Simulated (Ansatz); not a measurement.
Mechanical response of BaZrO3 (Pm-3m)

```yaml
crystal:
  lattice:
    - [4.18062, 0.00000, 0.00000]
    - [0.00000, 4.18062, 0.00000]
    - [0.00000, 0.00000, 4.18062]
  atoms:
    - { symbol: Ba, position: [0.00000, 0.00000, 0.00000] }
    - { symbol: Zr, position: [0.50000, 0.50000, 0.50000] }
    - { symbol: O, position: [0.00000, 0.50000, 0.50000] }
    - { symbol: O, position: [0.50000, 0.00000, 0.50000] }
    - { symbol: O, position: [0.50000, 0.50000, 0.00000] }
```

Unless marked otherwise, the numbers come from PBEsol, all-electron LAPW in Ansatz 0.2.0, scalar-relativistic. k mesh 6×6×6, fixed occupations, basis error target 0.5 meV/atom. The cell was relaxed by PAW under this functional.

The cell is cubic and carries a residual pressure of -0.02 GPa at this level. Each strain component that symmetry leaves independent is applied at ±0.008, the ions relax wherever a strain frees them, and the stress (tension positive, GPa) is read. Shears are engineering strains, γ = 2ε.

```json
{"strain": "xx", "size": "-0.008", "σxx": "-2.6817", "σyy": "-0.6577", "σzz": "-0.6577", "σyz": "0.0000", "σxz": "0.0000", "σxy": "0.0000"}
{"strain": "xx", "size": "+0.008", "σxx": "2.4944", "σyy": "0.6654", "σzz": "0.6654", "σyz": "0.0000", "σxz": "0.0000", "σxy": "0.0000"}
{"strain": "yz", "size": "-0.008", "σxx": "0.0136", "σyy": "0.0136", "σzz": "0.0136", "σyz": "-0.6844", "σxz": "0.0000", "σxy": "0.0000"}
{"strain": "yz", "size": "+0.008", "σxx": "0.0136", "σyy": "0.0136", "σzz": "0.0136", "σyz": "0.6844", "σxz": "0.0000", "σxy": "0.0000"}
```

A central difference gives one constant, for example C11 ≈ (2.4944 − (-2.6817))/(0.016) = 323.5 GPa; the program then imposes the crystal's symmetry on the whole matrix.

Question: What are the independent elastic constants?

Answer: C11 = 323.5, C12 = 82.7, C44 = 85.5 GPa.

Question: Do they meet the Born conditions?

Answer: C11 − C12 = 240.8, C11 + 2C12 = 488.9 and C44 = 85.5 GPa must all be positive, so the crystal is elastically stable; that says nothing yet of its phonons.

Question: What moduli does a random aggregate of grains have?

Answer: B = (C11 + 2C12)/3 = 163.0 GPa. G_V = (C11 − C12 + 3C44)/5 = 99.5 and G_R = 5(C11 − C12)C44/(4C44 + 3(C11 − C12)) = 96.8, so G_H = 98.1 GPa. Then E = 9BG/(3B + G) = 245.2 GPa, ν = (3B − 2G)/(6B + 2G) = 0.249 and B/G = 1.66, on the brittle side of Pugh's 1.75 (a rule of thumb, made for metals; it doesn't predict ductility here).

Question: With the density of 6.285 g/cm³, how fast does sound travel, and what Debye temperature follows?

Answer: 

| direction | slow (m/s) | middle (m/s) | fast (m/s) |
| --- | --- | --- | --- |
| [100] | 3689 | 3689 | 7174 |
| [110] | 3689 | 4377 | 6777 |
| [111] | 4160 | 4160 | 6639 |

The mean of v⁻³ over directions and branches gives v_m = 4375 m/s and θ_D = (ħ/k_B) v_m (6π²n)^(1/3) = 533 K, n being atoms per volume. Young's modulus spans 218 to 290 GPa over directions, and the universal anisotropy index is 0.14.

Question: How far do the constants move if PAW replaces LAPW in the same cell?

Answer: 

```json
{"constant": "C11", "LAPW (GPa)": "323.5", "PAW (GPa)": "323.8", "difference": "0.3"}
{"constant": "C12", "LAPW (GPa)": "82.7", "PAW (GPa)": "82.7", "difference": "0.0"}
{"constant": "C44", "LAPW (GPa)": "85.5", "PAW (GPa)": "85.3", "difference": "-0.2"}
```

Question: How far do the constants move if all-electron PAW (datasets made for the crystal) replaces LAPW in the same cell?

Answer: 

| constant | LAPW (GPa) | all-electron PAW (datasets made for the crystal) (GPa) | difference |
| --- | --- | --- | --- |
| C11 | 323.5 | 323.5 | 0.0 |
| C12 | 82.7 | 82.7 | 0.0 |
| C44 | 85.5 | 85.5 | 0.0 |

Limits of these numbers: the frozen-core PAW files of the compared runs were fitted under PBE, their cores solved anew for this functional.
